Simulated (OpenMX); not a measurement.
**MoP under changes of volume**

One of the cells (14.353 Å³/atom); the others are scaled copies at fixed shape and fractional positions:

```xyz
2
Lattice="3.2230 0.0000 0.0000 -1.6115 2.7912 0.0000 0.0000 0.0000 3.1910" Properties=species:S:1:pos:R:3 pbc="T T T"
Mo    0.0000    0.0000    0.0000
P     0.0000    1.8608    1.5955
```

* Program: OpenMX 3.8.5
* Functional: PBE
* Potentials or basis: OpenMX 2013 PBE set, Mo7.0-s3p2d1, P7.0-s2p2d1, fixed grid of 35 × 35 × 40 points
* k mesh: 11 × 11 × 9
* Occupations: fermi-dirac, width 0.05 eV
* Spin: no spin polarisation

| volume (Å³/atom) | energy over the lowest point (meV/atom) | largest force (eV/Å) |
| --- | --- | --- |
| 13.492 | 84.93 | 0.008 |
| 13.779 | 48.25 | 0.007 |
| 14.066 | 22.64 | 0.007 |
| 14.353 | ? | ? |
| 14.640 | 0.00 | 0.006 |
| 14.927 | 1.02 | 0.006 |
| 15.214 | 9.45 | 0.006 |

What does the run at 14.353 Å³/atom give?

Energy over the lowest point 6.97 meV/atom; largest force 0.007 eV/Å.

Worked out: A Birch-Murnaghan fit of order 3 (a polynomial in V^(-2/3)) to the other rows has its minimum at 14.74 Å³/atom with B0 = V·E''(V) = 221 GPa and B' = 4.3 at fixed shape and positions, which overstates the stiffness. It gives 6.84 meV/atom at 14.353 Å³/atom, against the run's 6.97.

Energies are extrapolated to zero smearing.

Caveats: the basis of atomic orbitals isn't converged, which shifts pressures, moduli and gaps.
